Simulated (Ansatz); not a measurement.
# InP3: the cost of one run

Computed with Ansatz 0.2.0 (DFT PBEsol, scalar-relativistic, plane waves, PAW, unless a step's input says otherwise).

1 further run of the same task is left out (set aside as unsound or not needed). Runs told in other sessions of the task aren't counted.

## Step 1: Starting point

The structure is trigonal, space group R-3m (No. 166). The conventional cell has a = 7.430 Å, b = 7.430 Å, c = 9.838 Å, α = 90.00°, β = 90.00°, γ = 120.00°. In (site symmetry 3m) has 6 P at 2.64 to 2.87 Å in its first shell of neighbours. P (site symmetry m) has 2 P at 2.21 Å and 2 In at 2.64 to 2.87 Å in its first shell of neighbours.

Coordinates:

```xyz
8
Lattice="3.7150 2.1448 3.2794 -3.7150 2.1448 3.2794 0.0000 -4.2897 3.2794" Properties=species:S:1:pos:R:3 pbc="T T T"
In    0.0000    0.0000    2.6886
In    0.0000    0.0000    7.1496
P     2.0563   -1.1872    6.0033
P     0.0000    2.3744    6.0033
P    -2.0563   -1.1872    6.0033
P    -2.0563    1.1872    3.8349
P     2.0563    1.1872    3.8349
P     0.0000   -2.3744    3.8349
```

This cell was relaxed beforehand with the same method: volume 19.60 Å³/atom, gap on the mesh none (metal).

## Step 2: The reference cell

Reference values: F = -15491.8755 eV; pressure 0.00 GPa; largest force 0.006 eV/Å; gap on the mesh none (metal). It was computed beforehand with the settings of the runs below.

## Step 3: Setting up biaxial against axial strain

The cell is strained by p along both x and y and by q along z, with fractional coordinates fixed.

## Step 4: p = -0.080, q = -0.080

Contents of input.yaml:

```yaml
crystal:
  lattice:
    - [3.4177878374, 1.9732607279, 3.0170261787]
    - [-3.4177878374, 1.9732607279, 3.0170261787]
    - [0.0, -3.9465214559, 3.0170261787]
  atoms:
    - { symbol: In, position: [0.2732789115, 0.2732789115, 0.2732789115] }
    - { symbol: In, position: [0.7267210885, 0.7267210885, 0.7267210885] }
    - { symbol: P, position: [0.7947108827, 0.241192628, 0.7947108827] }
    - { symbol: P, position: [0.7947108827, 0.7947108827, 0.241192628] }
    - { symbol: P, position: [0.241192628, 0.7947108827, 0.7947108827] }
    - { symbol: P, position: [0.2052891173, 0.758807372, 0.2052891173] }
    - { symbol: P, position: [0.758807372, 0.2052891173, 0.2052891173] }
    - { symbol: P, position: [0.2052891173, 0.2052891173, 0.758807372] }
basis:
  ecutwfc: 420
kpoints:
  mp_grid: { grid: [6, 6, 6] }
hamiltonian:
  xc: pbesol
scf:
  occupations: { method: gaussian, width: 0.15 }
output:
  forces: true
  stress: true
  eigenvalues: true
```

Launch:

```sh
$ ansatz run input.yaml --threads 2 --pin off --max-ram 5120MiB --backend cpu --events-out ev --progress --plain --runs-dir out
```

**Question.** How long does this run take on 2 threads of AMD EPYC 9R45 (Zen 5), shared host, and how much memory does it need?

About 1.5 s, with a peak of 0.47 GiB.
